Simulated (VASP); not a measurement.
# GaSe (P6_3/mmc) in VASP: settings compared

One crystal, GaSe, is run at these levels: PBEsol, PBE; tasks: relaxation of cell and atoms.

Everything below comes from runs of VASP 6.6.1. Logs are shortened: lines on timing, memory, paths and dates and some standing lists are left out, and cuts for length are marked.

**1. The structure**

It takes space group P6_3/mmc (No. 194, hexagonal). The conventional cell has a = 3.746 Å, b = 3.746 Å, c = 16.401 Å, α = 90.00°, β = 90.00°, γ = 120.00°. Ga (site symmetry 3m) has 1 Ga at 2.43 Å and 3 Se at 2.46 Å as nearest neighbours. Se (site symmetry 3m) has 3 Ga at 2.46 Å as nearest neighbours.

**2. Relaxation of cell and atoms, PBEsol**

INCAR

```
PREC = Accurate
ENCUT = 600
EDIFF = 1E-7
ISMEAR = 0
SIGMA = 0.03
LREAL = F
LASPH = T
NELM = 80
ALGO = Normal
ISIF = 3
LWAVE = F
LCHARG = F
GGA = PS
IBRION = 2
NSW = 90
EDIFFG = -0.005
KPAR = 2
```

KPOINTS

```
regular mesh
0
Gamma
  12 12 2
```

POSCAR

```
GaSe                                    
1.0
    3.7461945586      0.0000000000     -0.0000000000
   -1.8730972793      3.2442996553      0.0000000000
   -0.0000000000     -0.0000000000     16.4008881411
  Ga              Se            
     4     4
Direct
     0.3333333332999970    0.6666666667000030    0.1758403758151877
     0.6666666667000030    0.3333333332999970    0.6758403758151877
     0.3333333332999970    0.6666666667000030    0.3241596241848125
     0.6666666667000030    0.3333333332999970    0.8241596241848123
     0.3333333332999970    0.6666666667000030    0.6041449075735954
     0.6666666667000030    0.3333333332999970    0.1041449075735954
     0.3333333332999970    0.6666666667000030    0.8958550924264046
     0.6666666667000030    0.3333333332999970    0.3958550924264046
```

Potentials or basis: VASP PAW PBE potentials, release 64 (Ga_d, Se).

Command:

```
> cat potpaw_PBE.64/Ga_d/POTCAR potpaw_PBE.64/Se/POTCAR > POTCAR
> mpirun -np 2 vasp_std > vasp.out
```

OUTCAR:

```text
PREC = Accurate
   ENCUT = 600
   EDIFF = 1E-7
   ISMEAR = 0
   LREAL = F
   LASPH = T
   NELM = 80
   ISIF = 3
   GGA = PS
   IBRION = 2
   NSW = 90
   EDIFFG = -0.005

 ion  position               nearest neighbor table
   1  0.333  0.667  0.176-   3 2.43   6 2.46   6 2.46   6 2.46
   2  0.667  0.333  0.676-   4 2.43   5 2.46   5 2.46   5 2.46
   3  0.333  0.667  0.324-   1 2.43   8 2.46   8 2.46   8 2.46
   4  0.667  0.333  0.824-   2 2.43   7 2.46   7 2.46   7 2.46
   5  0.333  0.667  0.604-   2 2.46   2 2.46   2 2.46
   6  0.667  0.333  0.104-   1 2.46   1 2.46   1 2.46
   7  0.333  0.667  0.896-   4 2.46   4 2.46   4 2.46
   8  0.667  0.333  0.396-   3 2.46   3 2.46   3 2.46

  LATTYP: Found a hexagonal cell.
 ALAT       =     3.7461945586
 C/A-ratio  =     4.3780129100

  Lattice vectors:

 A1 = (   3.7461945586,   0.0000000000,   0.0000000000)
 A2 = (  -1.8730972793,   3.2442996553,   0.0000000000)
 A3 = (   0.0000000000,   0.0000000000,  16.4008881411)

Analysis of symmetry for initial positions (statically):
=====================================================================
 Subroutine PRICEL returns:
 Original cell was already a primitive cell.

 Routine SETGRP: Setting up the symmetry group for a
 hexagonal supercell.

 Subroutine GETGRP returns: Found 24 space group operations
 (whereof 12 operations were pure point group operations)
 out of a pool of 24 trial point group operations.

The static configuration has the point symmetry D_3d.
 The point group associated with its full space group is D_6h.

Analysis of symmetry for dynamics (positions and initial velocities):
=====================================================================
 Subroutine PRICEL returns:
 Original cell was already a primitive cell.

 Routine SETGRP: Setting up the symmetry group for a
 hexagonal supercell.

 Subroutine GETGRP returns: Found 24 space group operations
 (whereof 12 operations were pure point group operations)
 out of a pool of 24 trial point group operations.

The dynamic configuration has the point symmetry D_3d.
 The point group associated with its full space group is D_6h.

 Subroutine INISYM returns: Found 24 space group operations
 (whereof 12 operations are pure point group operations),
 and found     1 'primitive' translations

----------------------------------------------------------------------------------------

                                     Primitive cell

  volume of cell :     199.3327

  direct lattice vectors                    reciprocal lattice vectors
     3.746194559  0.000000000  0.000000000     0.266937551  0.154116467  0.000000000
    -1.873097279  3.244299655  0.000000000     0.000000000  0.308232934  0.000000000
     0.000000000  0.000000000 16.400888141     0.000000000  0.000000000  0.060972308

  length of vectors
     3.746194559  3.746194559 16.400888141     0.308232934  0.308232934  0.060972308

  position of ions in fractional coordinates (direct lattice)
     0.333333333  0.666666667  0.175840376
     0.666666667  0.333333333  0.675840376
     0.333333333  0.666666667  0.324159624
     0.666666667  0.333333333  0.824159624
     0.333333333  0.666666667  0.604144908
     0.666666667  0.333333333  0.104144908
     0.333333333  0.666666667  0.895855092
     0.666666667  0.333333333  0.395855092

  ion indices of the primitive-cell ions
   primitive index   ion index
                 1           1
                 2           2
                 3           3
                 4           4
                 5           5
                 6           6
                 7           7
                 8           8

----------------------------------------------------------------------------------------

 KPOINTS: regular mesh

Automatic generation of k-mesh.
 Grid dimensions read from file:
 generate k-points for:   12   12    2

 Generating k-lattice:

  Cartesian coordinates                     Fractional coordinates (reciprocal lattice)
     0.022244796  0.012843039  0.000000000     0.083333333  0.000000000  0.000000000
     0.000000000  0.025686078  0.000000000     0.000000000  0.083333333  0.000000000
     0.000000000  0.000000000  0.030486154     0.000000000  0.000000000  0.500000000

  Length of vectors
[... 48 lines left out ...]
   ICHARG =      2    charge: 1-file 2-atom 10-const
   ISPIN  =      1    spin polarized calculation?
   LNONCOLLINEAR =      F non collinear calculations
   LSORBIT =      F    spin-orbit coupling
   LASPH  =      T    aspherical Exc in radial PAW
   ENCUT  =  600.0 eV  44.10 Ry    6.64 a.u.   7.48  7.48 32.76*2*pi/ulx,y,z
   NELM   =     80;   NELMIN=  2; NELMDL= -5     # of ELM steps
   EDIFF  = 0.1E-06   stopping-criterion for ELM
   LREAL  =      F    real-space projection
   EDIFFG = -.5E-02   stopping-criterion for IOM
   NSW    =     90    number of steps for IOM
   IBRION =      2    ionic relax: 0-MD 1-quasi-New 2-CG
   NFREE  =      1    steps in history (QN), initial steepest desc. (CG)
   ISIF   =      3    stress and relaxation
   ISYM   =      2    0-nonsym 1-usesym 2-fastsym
   POTIM  = 0.5000    time-step for ionic-motion
   TEBEG  =    0.0;   TEEND  =   0.0 temperature during run
   PSTRESS=    0.0 pullay stress
   NELECT =      76.0000    total number of electrons
   NUPDOWN=      -1.0000    fix difference up-down
   EMIN   =  10.00;   EMAX   =-10.00  energy-range for DOS
   EFERMI =   0.00;   METHOD = LEGACY
   ISMEAR =     0;   SIGMA  =   0.03  broadening in eV -4-tet -1-fermi 0-gaus
   EFERMI_NEDOS =   21; number of points for ismear=-14 and -15
   IALGO  =     38    algorithm
   IMIX   =      4    mixing-type and parameters
     AMIX     =   0.40;   BMIX     =  1.00
     AMIX_MAG =   1.60;   BMIX_MAG =  1.00
  volume/ion in A,a.u.               =      24.92       168.15
  Fermi-wavevector in a.u.,A,eV,Ry     =   1.187098  2.243289 19.173344  1.409201
  Thomas-Fermi vector in A             =   2.323256
   LORBIT       =      0    0 simple, 1 ext, 2 COOP (PROOUT), +10 PAW based schemes
   GGA     = PS    functional components
   LHFCALC =     F    Hartree Fock is set to
   AEXX    =    0.0000 exact exchange contribution
   IVDW    =     0    specifies the selected vdW correction
   LEPSILON=     F    determine dielectric tensor
   LRPA    =     F    only Hartree local field effects (RPA)
 conjugate gradient relaxation of ions
 non-spin polarized calculation
 Gauss-broadening in eV      SIGMA  =   0.03
  energy-cutoff  :      600.00
  volume of cell :      199.33
 maximum number of plane-waves:      6699
 NGX is ok and might be reduce to    30
   NGX = 15   NGY = 15   NGZ = 65

--------------------------------------- Ionic step        1  -------------------------------------------

 number of electron      76.0000014 magnetization

 Free energy of the ion-electron system (eV)
  ---------------------------------------------------
  ext. energy  EPLUGINS =         0.00000000
  ---------------------------------------------------
  free energy    TOTEN  =       -33.25292909 eV

  energy without entropy =      -33.25292909  energy(sigma->0) =      -33.25292909

------------------------ aborting loop because EDIFF is reached ----------------------------------------

  FORCE on cell =-STRESS in cart. coord.  units (eV):
  Direction    XX          YY          ZZ          XY          YZ          ZX
  --------------------------------------------------------------------------------------
  -------------------------------------------------------------------------------------
  Total       -0.0017524     -0.0017524     -0.0932892      0.0000000      0.0000000      0.0000000
  in kB       -0.0140849     -0.0140849     -0.7498308      0.0000000      0.0000000      0.0000000
  external PRESSURE =      -0.2593335 kB  Pullay stress =       0.0000000 kB

 VOLUME and BASIS-vectors are now :
 -----------------------------------------------------------------------------
  energy-cutoff  :      600.00
  volume of cell :      199.33
      direct lattice vectors                 reciprocal lattice vectors
     3.746194559  0.000000000  0.000000000     0.266937551  0.154116467  0.000000000
    -1.873097279  3.244299655  0.000000000     0.000000000  0.308232934  0.000000000
     0.000000000  0.000000000 16.400888141     0.000000000  0.000000000  0.060972308

 POSITION                                       TOTAL-FORCE (eV/Angst)
 -----------------------------------------------------------------------------------
     -0.00000      2.16287      2.88394        -0.000000      0.000000      0.000685
      1.87310      1.08143     11.08438         0.000000      0.000000      0.000685
     -0.00000      2.16287      5.31651        -0.000000     -0.000000     -0.000685
      1.87310      1.08143     13.51695         0.000000      0.000000     -0.000685
     -0.00000      2.16287      9.90851         0.000000      0.000000      0.006705
      1.87310      1.08143      1.70807         0.000000      0.000000      0.006705
     -0.00000      2.16287     14.69282         0.000000      0.000000     -0.006705
      1.87310      1.08143      6.49238        -0.000000      0.000000     -0.006705
 -----------------------------------------------------------------------------------
    total drift:                               -0.000000      0.000000      0.000000

  FREE ENERGIE OF THE ION-ELECTRON SYSTEM (eV)
  ---------------------------------------------------
  free  energy   TOTEN  =       -33.2529290885 eV

  energy  without entropy=      -33.2529290885  energy(sigma->0) =      -33.25292909

--------------------------------------- Ionic step        2  -------------------------------------------

 number of electron      76.0000014 magnetization

 Free energy of the ion-electron system (eV)
  ---------------------------------------------------
  ext. energy  EPLUGINS =         0.00000000
  ---------------------------------------------------
  free energy    TOTEN  =       -33.25295560 eV

  energy without entropy =      -33.25295560  energy(sigma->0) =      -33.25295560

 E-fermi :   3.1478     XC(G=0):  -9.3282

 val. band max:        3.0193638385   @ k =   0.0000   0.0000   0.0000
 cond. band min:       4.0705750533   @ k =   0.0000   0.0000   0.0000
 fundamental gap:      1.0512112149
 Fermi energy:         3.1478174852

 k-point     1 :       0.0000    0.0000    0.0000
  band No.  band energies     occupation
      1     -11.9930      2.00000
      2     -11.9926      2.00000
      3     -11.8631      2.00000
      4     -11.8631      2.00000
      5     -11.8630      2.00000
      6     -11.8630      2.00000
[... 1141 lines left out ...]
     44       7.1642      0.00000
     45       7.3550      0.00000

 [... further k-points ...]

------------------------ aborting loop because EDIFF is reached ----------------------------------------

  FORCE on cell =-STRESS in cart. coord.  units (eV):
  Direction    XX          YY          ZZ          XY          YZ          ZX
  --------------------------------------------------------------------------------------
  -------------------------------------------------------------------------------------
  Total        0.0300216      0.0300216     -0.0017230     -0.0000000      0.0000000      0.0000000
  in kB        0.2414460      0.2414460     -0.0138571     -0.0000000      0.0000000      0.0000000
  external PRESSURE =       0.1563450 kB  Pullay stress =       0.0000000 kB

 VOLUME and BASIS-vectors are now :
 -----------------------------------------------------------------------------
  energy-cutoff  :      600.00
  volume of cell :      199.22
      direct lattice vectors                 reciprocal lattice vectors
     3.746154972  0.000000000  0.000000000     0.266940372  0.154118095 -0.000000000
    -1.873077486  3.244265372 -0.000000000    -0.000000000  0.308236191 -0.000000000
     0.000000000  0.000000000 16.391661579    -0.000000000  0.000000000  0.061006628

 POSITION                                       TOTAL-FORCE (eV/Angst)
 -----------------------------------------------------------------------------------
     -0.00000      2.16284      2.88235        -0.000000     -0.000000     -0.001467
      1.87308      1.08142     11.07818         0.000000      0.000000     -0.001467
     -0.00000      2.16284      5.31348        -0.000000     -0.000000      0.001467
      1.87308      1.08142     13.50931         0.000000      0.000000      0.001467
     -0.00000      2.16284      9.90326         0.000000     -0.000000     -0.001189
      1.87308      1.08142      1.70743        -0.000000     -0.000000     -0.001189
     -0.00000      2.16284     14.68423         0.000000     -0.000000      0.001189
      1.87308      1.08142      6.48840         0.000000     -0.000000      0.001189
 -----------------------------------------------------------------------------------
    total drift:                               -0.000000      0.000000      0.000000

  FREE ENERGIE OF THE ION-ELECTRON SYSTEM (eV)
  ---------------------------------------------------
  free  energy   TOTEN  =       -33.2529555979 eV

  energy  without entropy=      -33.2529555979  energy(sigma->0) =      -33.25295560

 reached required accuracy - stopping structural energy minimisation
```

Run time: 3.9 min. Hardware: 2 MPI ranks of AMD EPYC 9R45 (Zen 5), shared host; peak memory 0.55 GiB.

What came out:

```
Free energy                            : -33.2530 eV
Relaxed volume                         : 24.90 Å³/atom
Relaxed cell                           : a = 3.746 Å, b = 3.746 Å, c = 16.392 Å, α = 90.00°, β = 90.00°, γ = 120.00°
Space group after relaxing (to 0.05 Å) : P6_3/mmc (No. 194)
Energy gained by relaxing              : 0.0 meV/atom
Ionic steps                            : 2
Pressure after relaxing                : 0.0 GPa
Band gap on the k mesh                 : 1.05 eV, direct
```

Final structure:
```cif
data_structure
_symmetry_space_group_name_H-M 'P 1'
_symmetry_Int_Tables_number 1
_cell_length_a 3.7462
_cell_length_b 3.7462
_cell_length_c 16.3917
_cell_angle_alpha 90.000
_cell_angle_beta 90.000
_cell_angle_gamma 120.000
_cell_volume 199.22
loop_
_atom_site_label
_atom_site_type_symbol
_atom_site_fract_x
_atom_site_fract_y
_atom_site_fract_z
_atom_site_occupancy
Ga1 Ga 0.33333 0.66667 0.17584 1
Ga2 Ga 0.66667 0.33333 0.67584 1
Ga3 Ga 0.33333 0.66667 0.32416 1
Ga4 Ga 0.66667 0.33333 0.82416 1
Se1 Se 0.33333 0.66667 0.60416 1
Se2 Se 0.66667 0.33333 0.10416 1
Se3 Se 0.33333 0.66667 0.89584 1
Se4 Se 0.66667 0.33333 0.39584 1
```

Caveat: the PAW data sets were made with another functional, which shifts forces and pressure a little; this functional lacks dispersion, which binds the layers, so the pressure and a relaxed spacing across them are unreliable.

**3. Relaxation of cell and atoms, PBE**

This run uses another cell than the first one, of 24.13 Å³/atom, 0.968 times its volume.

INCAR

```
SYSTEM = GaSe
  PREC = Accurate
  ENCUT = 300
  EDIFF = 1E-6
  ISMEAR = 0
  SIGMA = 0.03
  LREAL = .FALSE.
  LASPH = .TRUE.
  NELM = 80
  ALGO = Normal
  ISIF = 3
  LWAVE = .FALSE.
  LCHARG = .FALSE.
  GGA = PE
  IBRION = 2
  NSW = 90
  EDIFFG = -0.01
  KPAR = 2
```

KPOINTS

```
regular mesh
0
G
  6 6 1
  0 0 0
```

POSCAR

```
GaSe
1.0
    3.7420000000      0.0000000000      0.0000000000
   -1.8710000000      3.2406670610      0.0000000000
    0.0000000000      0.0000000000     15.9190000000
Ga Se
4 4
Direct
    0.3333333333      0.6666666667      0.1770000000
    0.6666666667      0.3333333333      0.6770000000
    0.3333333333      0.6666666667      0.3230000000
    0.6666666667      0.3333333333      0.8230000000
    0.3333333333      0.6666666667      0.6000000000
    0.6666666667      0.3333333333      0.1000000000
    0.3333333333      0.6666666667      0.9000000000
    0.6666666667      0.3333333333      0.4000000000
```

Potentials or basis: VASP PAW PBE potentials, release 64 (Ga, Se).

Command:

```
> cat potpaw_PBE.64/Ga/POTCAR potpaw_PBE.64/Se/POTCAR > POTCAR
> mpirun -np 2 vasp_std > vasp.out
```

Wall time 2.5 min (2 MPI ranks of Intel Xeon Platinum 8488C (Sapphire Rapids), shared host); peak memory 0.2 GiB.

Results (log left out):

| Item | Value |
| --- | --- |
| Free energy | -30.4341 eV |
| Relaxed volume | 28.19 Å³/atom |
| Relaxed cell | a = 3.825 Å, b = 3.825 Å, c = 17.794 Å, α = 90.00°, β = 90.00°, γ = 120.00° |
| Space group after relaxing (to 0.05 Å) | P6_3/mmc (No. 194) |
| Energy gained by relaxing | 41.3 meV/atom |
| Ionic steps | 21 |
| Pressure after relaxing | 0.0 GPa |
| Largest force after relaxing | 0.006 eV/Å |
| Band gap on the k mesh | 1.23 eV, direct |

Forces in eV/Å, atoms in the order of the input:
```
Ga   0.000  0.000  0.006
Ga   0.000  0.000  0.006
Ga   0.000  0.000 -0.006
Ga   0.000  0.000 -0.006
Se   0.000  0.000  0.003
Se   0.000  0.000  0.003
Se   0.000  0.000 -0.003
Se   0.000  0.000 -0.003
```

The path:
| step | energy change (eV) | largest force (eV/Å) | pressure (GPa) | volume (Å³) |
| --- | --- | --- | --- | --- |
| 1 | 0.0000 | 1.1910 | 3.44 | 193.04 |
| 2 | -0.2362 | 0.2505 | -0.33 | 207.86 |
| 3 | -0.2447 | 0.2440 | 0.17 | 205.26 |
| 4 | -0.2595 | 0.1834 | 0.08 | 206.51 |
| 5 | -0.2679 | 0.0933 | -0.07 | 208.48 |
| 6 | -0.2746 | 0.0972 | 0.12 | 208.58 |
| 7 | -0.2842 | 0.1819 | 0.63 | 208.83 |
| 8 | -0.2875 | 0.1638 | 0.57 | 209.30 |
| 9 | -0.2960 | 0.1093 | 0.38 | 210.70 |
| 10 | -0.3074 | 0.0528 | 0.03 | 213.49 |
| 11 | -0.3103 | 0.2258 | -0.59 | 219.11 |
| 12 | -0.3122 | 0.1482 | -0.36 | 216.94 |
| 13 | -0.3161 | 0.1371 | -0.31 | 217.79 |
| 14 | -0.3234 | 0.1054 | -0.16 | 220.16 |
| 15 | -0.3243 | 0.0508 | 0.20 | 224.81 |
| 16 | -0.3262 | 0.0694 | 0.03 | 222.57 |
| 17 | -0.3282 | 0.0423 | 0.07 | 223.12 |
| 18 | -0.3301 | 0.0172 | 0.16 | 224.38 |
| 19 | -0.3304 | 0.0150 | -0.04 | 225.59 |
| 20 | -0.3305 | 0.0116 | 0.00 | 225.36 |
| 21 | -0.3305 | 0.0059 | -0.01 | 225.49 |

Final structure:
```
CELL_PARAMETERS angstrom
3.82533 0.00000 0.00000
-1.91266 3.31283 0.00000
0.00000 0.00000 17.79378
ATOMIC_POSITIONS crystal
Ga 0.33333 0.66667 0.18058
Ga 0.66667 0.33333 0.68058
Ga 0.33333 0.66667 0.31942
Ga 0.66667 0.33333 0.81942
Se 0.33333 0.66667 0.61454
Se 0.66667 0.33333 0.11454
Se 0.33333 0.66667 0.88546
Se 0.66667 0.33333 0.38546
```

Levels at points of the mesh, in eV from the valence-band top:
```
           k point  band 15  band 16  band 17  band 18  band 19  band 20  band 21  band 22
(0.00, 0.00, 0.00)    -0.84    -0.84    -0.78     0.00     1.23     1.79     2.48     2.49
(0.50, 0.00, 0.00)    -1.96    -1.87    -1.65    -1.49     1.69     1.89     2.00     2.11
```

Caveat: the volume moved by over 15 % at a fixed basis, so the end points are rough; an odd mesh through Γ misses points on the zone boundary, where band edges often lie; this functional lacks dispersion, which binds the layers, so the pressure and a relaxed spacing across them are unreliable, and here the layers came unbound; the volume moved by +17 % from the deposited cell, more than functionals usually miss.
